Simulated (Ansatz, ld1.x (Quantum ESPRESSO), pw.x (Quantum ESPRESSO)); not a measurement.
## Equation-of-state test of one ultrasoft potential (lithium)

| Quantity | Value |
| --- | --- |
| Element | lithium |
| Generator | ld1.x (Quantum ESPRESSO) 7.5 |
| Type | ultrasoft |
| Functional | PBE |
| Relativity | scalar-relativistic |
| Frozen core | none |
| Valence charge | 3 |
| Reference configuration | 1s2 2s1 2p0 |
| Partial waves | 1s (bound): rcut 1.05, rcutus 1.45 bohr; 2s (bound): rcut 1.05, rcutus 1.45 bohr; 2p (bound, empty): rcut 4.20, rcutus 4.55 bohr; 2p channel at 0.45 Ry: rcut 4.20, rcutus 4.55 bohr; 3d channel at -0.05 Ry: rcut 3.60, rcutus 4.15 bohr |
| Local potential | all-electron potential smoothed inside 4.15 bohr (lloc = -2) |
| Core correction | none |
| Augmentation charge | PSQ, inside the norm-conserving radii |

Crystal test: sc Li in pw.x 7.5, no spin, 12³ k-points, Fermi–Dirac smearing 0.01 Ry, cutoffs 60/480 Ry. The lattice is a test structure that the element need not adopt, and mesh and smearing are coarse.

pw.x input:

```
&control
  calculation='scf', prefix='x', pseudo_dir='./', outdir='./tmp', tstress=.true., disk_io='low'
/
&system
  ibrav=0, nat=1, ntyp=1, ecutwfc=60, ecutrho=480, nbnd=8,
  occupations='smearing', smearing='fd', degauss=0.01
/
&electrons
  conv_thr=1e-09, mixing_beta=0.4, electron_maxstep=70
/
ATOMIC_SPECIES
Li 1.0 Li.UPF
CELL_PARAMETERS angstrom
  2.74076239 0.00000000 0.00000000
  0.00000000 2.74076239 0.00000000
  0.00000000 0.00000000 2.74076239
ATOMIC_POSITIONS crystal
Li 0.0000 0.0000 0.0000
K_POINTS automatic
12 12 12 0 0 0
```

```bash
pw.x < Li.scf.in > Li.scf.out
```

**Question.** How does the run end?

**Answer.** It converges; the pressure is 0.29 GPa against -0.06 GPa from all-electron LAPW. The largest radius (4.55 bohr) exceeds half the bond length (2.59 bohr), so the spheres overlap, which is one possible source of error among others. This is a poor potential for the solid. Atomic configuration tests: 4 of 4 tests not solved or not reliable. The log shows:

```
     lattice parameter (alat)  =       5.1793  a.u.
     unit-cell volume          =     138.9347 (a.u.)^3
     number of electrons       =         3.00
     number of Kohn-Sham states=            8
     kinetic-energy cutoff     =      60.0000  Ry
     charge density cutoff     =     480.0000  Ry
     scf convergence threshold =      1.0E-09
     Exchange-correlation= PBE
     number of k points=    84  Fermi-Dirac smearing, width (Ry)=  0.0100
     iteration #  1     ecut=    60.00 Ry     beta= 0.40
     total energy              =     -14.55736526 Ry
     estimated scf accuracy    <       0.00091829 Ry
     iteration #  2     ecut=    60.00 Ry     beta= 0.40
     total energy              =     -14.55726652 Ry
     estimated scf accuracy    <       0.00029042 Ry
     iteration #  3     ecut=    60.00 Ry     beta= 0.40
     total energy              =     -14.55728115 Ry
     estimated scf accuracy    <       0.00000121 Ry
     iteration #  4     ecut=    60.00 Ry     beta= 0.40
     total energy              =     -14.55728196 Ry
     estimated scf accuracy    <       0.00000008 Ry
     iteration #  5     ecut=    60.00 Ry     beta= 0.40
     total energy              =     -14.55728198 Ry
     estimated scf accuracy    <       0.00000001 Ry
     iteration #  6     ecut=    60.00 Ry     beta= 0.40
     total energy              =     -14.55728198 Ry
     estimated scf accuracy    <       0.00000001 Ry
     iteration #  7     ecut=    60.00 Ry     beta= 0.40
     the Fermi energy is     0.9052 ev
!    total energy              =     -14.55728198 Ry
     estimated scf accuracy    <          2.1E-11 Ry
     smearing contrib. (-TS)   =      -0.00185787 Ry
     The total energy is F=E-TS. E is the sum of the following terms:
     one-electron contribution =     -10.00360428 Ry
     hartree contribution      =       3.80760302 Ry
     xc contribution           =      -3.42907992 Ry
     ewald contribution        =      -4.93034294 Ry
     convergence has been achieved in   7 iterations
          total   stress  (Ry/bohr**3)                   (kbar)     P=        2.92
```
